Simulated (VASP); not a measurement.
**From an Ansatz input to VASP: BaS (distorted rocksalt)**

Ansatz input

```yaml
crystal:
  lattice:
    - [-0.0505, 3.2736, 3.1792]
    - [3.1465, -0.0782, 3.207]
    - [3.0959, 3.2507, -0.0276]
  atoms:
    - { symbol: Ba, position: [0.0093, 0.0064, 0.9971] }
    - { symbol: S, position: [0.5164, 0.4818, 0.4883] }
kpoints:
  mp_grid: { grid: [6, 6, 6] }
hamiltonian:
  xc: pbe
scf:
  occupations: { method: fermi_dirac, width: 0.02 }
  n_extra_bands: 4
output:
  forces: true
  stress: true
  eigenvalues: true
```

**Question.** Translate this input to VASP.

**Answer.** 

INCAR

```
LASPH = .TRUE.
LWAVE = .FALSE.
EDIFF = 1E-7
ISMEAR = -1
SIGMA = 0.02
GGA = PE
NSW = 0
LCHARG = .FALSE.
NBANDS = 15
PREC = Accurate
ISIF = 2
NELM = 120
ENCUT = 520
LREAL = .FALSE.
IBRION = -1
```

KPOINTS

```
KPOINTS created by Atomic Simulation Environment
0
Gamma
6 6 6
0 0 0
```

POSCAR

```
Ba S
 1.0000000000000000
    -0.0505000000000000    3.2736000000000001    3.1791999999999998
     3.1465000000000001   -0.0782000000000000    3.2069999999999999
     3.0958999999999999    3.2507000000000001   -0.0276000000000000
 Ba  S
   1   1
Cartesian
  3.1065898399999998  3.2712169700000002  0.0225714000000000
  3.0016334700000002  3.2401270899999997  3.1733943999999998
```

VASP ran with the recommended PBE PAW datasets (16 valence electrons in the cell). Other inputs would serve too.

```
                                            Ansatz       VASP
gap between bands v and c on the k mesh    2.18 eV    2.08 eV
         least direct gap on the k mesh    2.31 eV    2.24 eV
                               pressure    0.2 GPa    0.8 GPa
                          largest force  0.30 eV/Å  0.33 eV/Å
```

Datasets and cutoffs are each program's own. VASP's cell holds 16 valence electrons and Ansatz's 16. Ansatz's stress includes a Pulay correction; VASP's doesn't.
